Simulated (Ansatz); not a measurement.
# TaSi2 (P6_222) under several functionals

**What was measured.**

From a printed reference work, monograph, for a bulk crystal of TaSi2: lattice constant a 4.7835 Å; lattice constant c 6.5698 Å.

Plane-wave DFT in Ansatz with scalar-relativistic PAW potentials. The same structure was relaxed (cell and atoms, symmetry kept) in separate runs at each level. No spin polarisation.

Q: How do the levels PBE, PBEsol, r2SCAN compare?

A:
```csv
level,cutoff (eV),k mesh,V (Å³/atom),a (Å),c (Å),B0 (GPa)
PBEsol,420,12×12×6,14.298,4.761,6.556,195
r2SCAN,500,12×12×6,14.410,4.780,6.555,194
PBE,420,12×12×6,14.661,4.806,6.597,183
```

The usual order of volumes, PBEsol < PBE, holds here (14.298, 14.661 Å³/atom). As a rule PBEsol, built on the gradient expansion of slowly varying densities, lies between LDA and PBE; PBE's stronger gradient term for exchange weakens bonds. r2SCAN lies 1.7 % under PBE in volume. B0 goes from 195.4 to 182.7 GPa as the volume grows by 2.5 %; on one curve with B' = 4.4 the volume alone, B ∝ V^(−B'), would give 175.2 GPa, and the rest of the difference is the functional's own stiffness.

For PBE: Measured lattice constant a of TaSi2: 4.7835 Å (a printed reference work, monograph). This calculation gives 4.806 Å (+0.5 %). Measured lattice constant c of TaSi2: 6.5698 Å (a printed reference work, monograph). This calculation gives 6.597 Å (+0.4 %). The calculations are for 0 K without zero-point motion, and in metals axial ratios are sensitive to mesh and smearing.

Spin–orbit coupling is left out, which can shift energies with elements as heavy as these.